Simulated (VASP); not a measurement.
# Si (Fd-3m) in VASP: settings compared, part 3 of 3

VASP 6.6.1. Earlier steps stand in the parts before.

**5. G0W0 quasiparticle levels, PBE**

This run uses another cell than the first one, of 20.08 Å³/atom, 1.058 times its volume.

Input file POSCAR:

```
Si                                      
1.0
    0.0000000000      2.7178477094      2.7178477094
    2.7178477094      0.0000000000      2.7178477094
    2.7178477094      2.7178477094      0.0000000000
  Si            
     2
Direct
     0.7500000000000000    0.7500000000000000    0.7500000000000000
     0.5000000000000000    0.5000000000000000    0.5000000000000000
```

Input file INCAR.step1:

```
SYSTEM = Si
PREC     = Accurate       ! precision mode
ENCUT    = 500            ! plane-wave cutoff, eV
EDIFF    = 1E-8           ! SCF threshold, eV
ISMEAR   = 0              ! smearing method
SIGMA    = 0.01           ! smearing width, eV
LREAL    = .False.        ! projectors in reciprocal space
LASPH    = .True.         ! aspherical terms in the spheres
NELM     = 80             ! most SCF steps
ALGO     = Normal         ! electronic algorithm
LWAVE    = .True.         ! write WAVECAR
LCHARG   = .False.        ! write CHGCAR
GGA      = PE             ! functional
KPAR     = 4
```

Input file INCAR.step2:

```
SYSTEM = Si
PREC     = Accurate       ! precision mode
ENCUT    = 500            ! plane-wave cutoff, eV
EDIFF    = 1E-8           ! SCF threshold, eV
ISMEAR   = 0              ! smearing method
SIGMA    = 0.01           ! smearing width, eV
LREAL    = .False.        ! projectors in reciprocal space
LASPH    = .True.         ! aspherical terms in the spheres
NELM     = 1              ! most SCF steps
ALGO     = Exact          ! electronic algorithm
LWAVE    = .True.         ! write WAVECAR
LCHARG   = .False.        ! write CHGCAR
GGA      = PE             ! functional
KPAR     = 4            
NBANDS   = 153            ! bands
LOPTICS  = .True.         ! frequency-dependent dielectric function
ISTART   = 1
```

Input file INCAR.step3:

```
SYSTEM = Si
PREC     = Accurate       ! precision mode
ENCUT    = 500            ! plane-wave cutoff, eV
EDIFF    = 1E-8           ! SCF threshold, eV
ISMEAR   = 0              ! smearing method
SIGMA    = 0.01           ! smearing width, eV
LREAL    = .False.        ! projectors in reciprocal space
LASPH    = .True.         ! aspherical terms in the spheres
ALGO     = EVGW0          ! electronic algorithm
LWAVE    = .False.        ! write WAVECAR
LCHARG   = .False.        ! write CHGCAR
GGA      = PE             ! functional
KPAR     = 4            
NELMGW   = 1            
NBANDS   = 153            ! bands
ENCUTGW  = 150            ! cutoff of the response function
NOMEGA   = 48             ! frequency points
PRECFOCK = Fast         
ISTART   = 1            
NBANDSGW = 12
```

Input file KPOINTS:

```
Automatic mesh
0
Gamma
  6 6 6
  0 0 0
```

Potentials or basis: VASP PAW PBE potentials, release 64 (Si_GW).

On the command line:

```sh
cat potpaw_PBE.64/Si_GW/POTCAR > POTCAR
cp INCAR.step1 INCAR
mpirun -np 4 vasp_std > vasp.out
cp INCAR.step2 INCAR
mpirun -np 4 vasp_std > vasp.out
cp INCAR.step3 INCAR
mpirun -np 4 vasp_std > vasp.out
```

OUTCAR:

```text
SYSTEM = Si
   PREC = Accurate
   ENCUT = 500
   EDIFF = 1E-8
   ISMEAR = 0
   LREAL = .False.
   LASPH = .True.
   GGA = PE
   NELMGW = 1
   ENCUTGW = 150
   PRECFOCK = Fast
   ISTART = 1

 ion  position               nearest neighbor table
   1  0.750  0.750  0.750-   2 2.35   2 2.35   2 2.35   2 2.35
   2  0.500  0.500  0.500-   1 2.35   1 2.35   1 2.35   1 2.35

  LATTYP: Found a face centered cubic cell.
 ALAT       =     5.4356954188

  Lattice vectors:

 A1 = (   0.0000000000,   2.7178477094,   2.7178477094)
 A2 = (   2.7178477094,   0.0000000000,   2.7178477094)
 A3 = (   2.7178477094,   2.7178477094,   0.0000000000)

Analysis of symmetry for initial positions (statically):
=====================================================================
 Subroutine PRICEL returns:
 Original cell was already a primitive cell.

 Routine SETGRP: Setting up the symmetry group for a
 face centered cubic supercell.

 Subroutine GETGRP returns: Found 48 space group operations
 (whereof 24 operations were pure point group operations)
 out of a pool of 48 trial point group operations.

The static configuration has the point symmetry T_d .
 The point group associated with its full space group is O_h .

Analysis of symmetry for dynamics (positions and initial velocities):
=====================================================================
 Subroutine PRICEL returns:
 Original cell was already a primitive cell.

 Routine SETGRP: Setting up the symmetry group for a
 face centered cubic supercell.

 Subroutine GETGRP returns: Found 48 space group operations
 (whereof 24 operations were pure point group operations)
 out of a pool of 48 trial point group operations.

The dynamic configuration has the point symmetry T_d .
 The point group associated with its full space group is O_h .

 Subroutine INISYM returns: Found 48 space group operations
 (whereof 24 operations are pure point group operations),
 and found     1 'primitive' translations

----------------------------------------------------------------------------------------

                                     Primitive cell

  volume of cell :      40.1518

  direct lattice vectors                    reciprocal lattice vectors
     0.000000000  2.717847709  2.717847709    -0.183969101  0.183969101  0.183969101
     2.717847709  0.000000000  2.717847709     0.183969101 -0.183969101  0.183969101
     2.717847709  2.717847709  0.000000000     0.183969101  0.183969101 -0.183969101

  length of vectors
     3.843617091  3.843617091  3.843617091     0.318643830  0.318643830  0.318643830

  position of ions in fractional coordinates (direct lattice)
     0.750000000  0.750000000  0.750000000
     0.500000000  0.500000000  0.500000000

  ion indices of the primitive-cell ions
   primitive index   ion index
                 1           1
                 2           2

[... 19 lines left out ...]
     0.000000000  0.000000000  0.000000000

 Subroutine IBZKPT returns following result:
 ===========================================

 Found     16 irreducible k-points:

 Following reciprocal coordinates:
            Coordinates               Weight
  0.000000  0.000000  0.000000      1.000000
  0.166667  0.000000  0.000000      8.000000
  0.333333  0.000000  0.000000      8.000000
  0.500000  0.000000  0.000000      4.000000
  0.166667  0.166667  0.000000      6.000000
  0.333333  0.166667  0.000000     24.000000
[... 8 lines left out ...]
 -0.333333  0.333333  0.166667     24.000000
 -0.333333  0.500000  0.166667     12.000000
   k-points           NKPTS =     16   k-points in BZ     NKDIM =    216   number of bands    NBANDS=    153
   number of dos      NEDOS =    301   number of ions     NIONS =      2
   total plane-waves  NPLWV =  21952
   dimension x,y,z NGX =    28 NGY =   28 NGZ =   28
   dimension x,y,z NGXF=    56 NGYF=   56 NGZF=   56
   ions per type =               2
   NGX,Y,Z   is equivalent  to a cutoff of  12.11, 12.11, 12.11 a.u.
   NGXF,Y,Z  is equivalent  to a cutoff of  24.22, 24.22, 24.22 a.u.
 SYSTEM =  Si
   PREC   = accura    normal or accurate (medium, high low for compatibility)
   ISTART =      1    job   : 0-new  1-cont  2-samecut
   ICHARG =      0    charge: 1-file 2-atom 10-const
   ISPIN  =      1    spin polarized calculation?
   LNONCOLLINEAR =      F non collinear calculations
   LSORBIT =      F    spin-orbit coupling
   LASPH  =      T    aspherical Exc in radial PAW
   ENCUT  =  500.0 eV  36.75 Ry    6.06 a.u.   7.01  7.01  7.01*2*pi/ulx,y,z
   NELM   =     60;   NELMIN=  2; NELMDL=  0     # of ELM steps
   EDIFF  = 0.1E-07   stopping-criterion for ELM
   LREAL  =      F    real-space projection
   EDIFFG = 0.1E-06   stopping-criterion for IOM
   NSW    =      0    number of steps for IOM
   IBRION =     -1    ionic relax: 0-MD 1-quasi-New 2-CG
   NFREE  =      0    steps in history (QN), initial steepest desc. (CG)
   ISIF   =      0    stress and relaxation
   ISYM   =      3    0-nonsym 1-usesym 2-fastsym
   POTIM  = 0.5000    time-step for ionic-motion
   TEBEG  =    0.0;   TEEND  =   0.0 temperature during run
   PSTRESS=    0.0 pullay stress
   NELECT =       8.0000    total number of electrons
   NUPDOWN=      -1.0000    fix difference up-down
   EMIN   =  10.00;   EMAX   =-10.00  energy-range for DOS
   EFERMI =   0.00;   METHOD = LEGACY
   ISMEAR =     0;   SIGMA  =   0.01  broadening in eV -4-tet -1-fermi 0-gaus
   EFERMI_NEDOS =   21; number of points for ismear=-14 and -15
   IALGO  =     38    algorithm
   IMIX   =      4    mixing-type and parameters
     AMIX     =   0.40;   BMIX     =  1.00
     AMIX_MAG =   1.60;   BMIX_MAG =  1.00
  volume/ion in A,a.u.               =      20.08       135.48
  Fermi-wavevector in a.u.,A,eV,Ry     =   0.956173  1.806905 12.439349  0.914266
  Thomas-Fermi vector in A             =   2.085077
   LORBIT       =      0    0 simple, 1 ext, 2 COOP (PROOUT), +10 PAW based schemes
   GGA     = PE    functional components
   LHFCALC =     T    Hartree Fock is set to
   PRECFOCK=fast      Normal, Fast or Accurate (Low or Medium for compatibility)
   ENCUT4O =  -1.0   cutoff for four orbital integrals eV
   NKREDX  =     1    reduce k-point grid by
   NKREDY  =     1    reduce k-point grid by
   NKREDZ  =     1    reduce k-point grid by
   AEXX    =    1.0000 exact exchange contribution
   HFSCREEN=    0.0000 screening length (either q_TF or 0.3 A-1)
   HFSCREENC=   0.0000 screening length for correlation (either q_TF or 0.3 A-1)
   ENCUTFOCK=  -1.0 apply spherical cutoff to Coloumb kernel
   IVDW    =     0    specifies the selected vdW correction
   LEPSILON=     F    determine dielectric tensor
   LRPA    =     F    only Hartree local field effects (RPA)
   LRPAFORCE           =     F    calculate RPA forces
   ENCUTGW             = 150.0    cutoff for response function in eV
   ENCUTGWSOFT         = 120.0    soft cutoff for Coulomb kernel in GW response function in eV
   ENCUTLF             =  -1.0    cutoff for local field effects
   NELMGW              =     1    number of iterations in solving QP/BSE equation
   NELMHF              =     1    number of iterations in the inner HF iteration
   NKREDLFX            =     1    NKREDLFY  =   1   NKREDLFZ  =   1
 non-spin polarized calculation
 Gauss-broadening in eV      SIGMA  =   0.01
  energy-cutoff  :      500.00
  volume of cell :       40.15
 maximum number of plane-waves:      1034
  NGX = 16; NGY = 16; NGZ = 16
   NGX = 13   NGY = 13   NGZ = 13
 maximum number of plane-waves:       174

 QP shifts <psi_nk| G(iteration)W_0 |psi_nk>: iteration 1
 for sc-GW calculations column KS-energies equals QP-energies in previous step
 and V_xc(KS)=  KS-energies - (<T + V_ion + V_H > + <T+V_H+V_ion>^1  + <V_x>^1)

 k-point   1 :       0.0000    0.0000    0.0000
  band No.  KS-energies  QP-energies   sigma(KS)   V_xc(KS)     V^pw_x(r,r')   Z            occupation Imag(sigma)

      1      -6.5011      -6.9549     -11.1549     -10.4527     -17.5052       0.6462       2.0000       1.1054
      2       5.4437       4.9146     -12.1026     -11.4018     -12.7191       0.7550       2.0000       0.0205
      3       5.4437       4.9146     -12.1026     -11.4018     -12.7191       0.7550       2.0000       0.0205
      4       5.4437       4.9146     -12.1026     -11.4018     -12.7191       0.7550       2.0000       0.0205
      5       8.0017       8.1252      -9.9386     -10.1031      -5.7242       0.7509       0.0000      -0.0956
      6       8.0017       8.1252      -9.9386     -10.1031      -5.7242       0.7509       0.0000      -0.0956
      7       8.0017       8.1252      -9.9386     -10.1031      -5.7242       0.7509       0.0000      -0.0956
      8       8.7724       9.0107     -10.7375     -11.0576      -6.0749       0.7444       0.0000      -0.1067
      9      13.1632      13.3465      -9.7551     -10.0042      -4.2177       0.7355       0.0000      -0.2355
     10      13.1632      13.3465      -9.7551     -10.0042      -4.2177       0.7355       0.0000      -0.2355
     11      13.3884      13.1702      -8.0634      -7.7774      -2.6776       0.7630       0.0000      -0.2981
     12      16.6816      16.5990      -8.4667      -8.3560      -2.2779       0.7471       0.0000      -0.6343
[... 228 lines left out ...]
      1      -2.2478      -2.7494     -11.6747     -10.9503     -16.0554       0.6924       2.0000       0.4882
      2      -2.2478      -2.7494     -11.6747     -10.9503     -16.0554       0.6924       2.0000       0.4882
      3       1.8078       1.2145     -10.9566     -10.1339     -12.9510       0.7212       2.0000       0.0605
      4       1.8078       1.2145     -10.9566     -10.1339     -12.9510       0.7212       2.0000       0.0605
      5       8.1908       8.2167      -9.5123      -9.5465      -5.1883       0.7551       0.0000      -0.1000
      6       8.1908       8.2167      -9.5123      -9.5465      -5.1883       0.7551       0.0000      -0.1000
      7      12.1949      12.2901     -10.0207     -10.1512      -4.3522       0.7294       0.0000      -0.2613
      8      12.1949      12.2901     -10.0207     -10.1512      -4.3522       0.7294       0.0000      -0.2613
      9      15.9971      16.0971     -10.5452     -10.6834      -3.8625       0.7236       0.0000      -0.5738
     10      15.9971      16.0971     -10.5452     -10.6834      -3.8625       0.7236       0.0000      -0.5738
     11      18.3733      18.4752     -10.2576     -10.3980      -3.3694       0.7260       0.0000      -0.7543
     12      18.3733      18.4752     -10.2576     -10.3980      -3.3694       0.7260       0.0000      -0.7543
```

Wall time 81 s (4 MPI ranks of Intel Xeon 6975P-C (Granite Rapids), shared host); peak memory 0.81 GiB.

What came out:

| Quantity | Value |
| --- | --- |
| Band gap on the k mesh, mean-field level | 0.71 eV, indirect (least direct gap 2.56 eV) |
| Quasiparticle gap | 1.22 eV |
| Least direct quasiparticle gap | 3.21 eV |

Levels at points of the mesh, in eV from the valence-band top:
```tsv
k point	band 1	band 2	band 3	band 4	band 5	band 6	band 7	band 8
(0.00, 0.00, 0.00)	-11.94	0.00	0.00	0.00	2.56	2.56	2.56	3.33
(0.50, 0.00, 0.00)	-9.62	-6.96	-1.20	-1.20	1.52	3.34	3.34	7.72
(0.50, 0.50, 0.00)	-7.81	-7.81	-2.85	-2.85	0.71	0.71	10.08	10.08
```

Caveat: bands, screening cutoff and mesh are small and nothing is extrapolated, so the quasiparticle values aren't converged. A k mesh can miss the band edges.
